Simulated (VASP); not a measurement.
Set up this calculation in VASP 6.6.1, as the native input.

- Task: relaxation of cell and atoms
- Functional: PBEsol
- Potentials or basis: VASP PAW PBE potentials, release 64 (Cd, F)
- Cutoff: 600 eV
- k mesh: 8 × 8 × 8
- Occupations: gaussian, width 0.02 eV
- Spin: no spin polarisation
- Dipole correction: no
- Further INCAR settings: ALGO = Normal; EDIFF = 1e-06; IBRION = 2; EDIFFG = -0.005; NSW = 100; ISIF = 3

The structure of CdF2 lies in POSCAR:

```
CdF2
1.0
    0.0000000000      2.6940000000      2.6940000000
    2.6940000000      0.0000000000      2.6940000000
    2.6940000000      2.6940000000      0.0000000000
Cd F
1 2
Direct
    0.0000000000      0.0000000000      0.0000000000
    0.2500000000      0.2500000000      0.2500000000
    0.7500000000      0.7500000000      0.7500000000
```

These files were run (other wordings do the same):

INCAR

```
SYSTEM = CdF2
PREC     = Accurate       ! precision mode
ENCUT    = 600            ! plane-wave cutoff, eV
EDIFF    = 1E-6           ! SCF threshold, eV
ISMEAR   = 0              ! smearing method
SIGMA    = 0.02           ! smearing width, eV
LREAL    = .FALSE.        ! projectors in reciprocal space
LASPH    = .TRUE.         ! aspherical terms in the spheres
NELM     = 100            ! most SCF steps
ALGO     = Normal         ! electronic algorithm
ISIF     = 3              ! what is computed and relaxed
LWAVE    = .FALSE.        ! write WAVECAR
LCHARG   = .FALSE.        ! write CHGCAR
GGA      = PS             ! functional
IBRION   = 2              ! ionic algorithm
NSW      = 100            ! ionic steps
EDIFFG   = -0.005         ! ionic threshold
```

KPOINTS

```
regular mesh
0
G
  8 8 8
  0 0 0
```

Potentials or basis: VASP PAW PBE potentials, release 64 (Cd, F).

The run is started by

```sh
$ cat potpaw_PBE.64/Cd/POTCAR potpaw_PBE.64/F/POTCAR > POTCAR
$ mpirun -np 1 vasp_std > vasp.out
```

Results of the run:

| Quantity | Value |
| --- | --- |
| Relaxed volume | 13.08 Å³/atom |
| Relaxed cell | a = 3.814 Å, b = 3.814 Å, c = 3.814 Å, α = 60.00°, β = 60.00°, γ = 60.00° |
| Space group after relaxing (to 0.05 Å) | Fm-3m (No. 225) |
| Energy gained by relaxing | 0.1 meV/atom |
| Ionic steps | 3 |
| Pressure after relaxing | 0.0 GPa |
| Band gap on the k mesh | 2.89 eV, indirect (least direct gap 3.39 eV) |

Caveat: the PAW data sets were made with another functional, which shifts forces and pressure a little.

Wall time 35 s on 1 thread of Intel(R) Xeon(R) Platinum 8488C (Sapphire Rapids), on a shared host, peak memory 0.18 GiB.
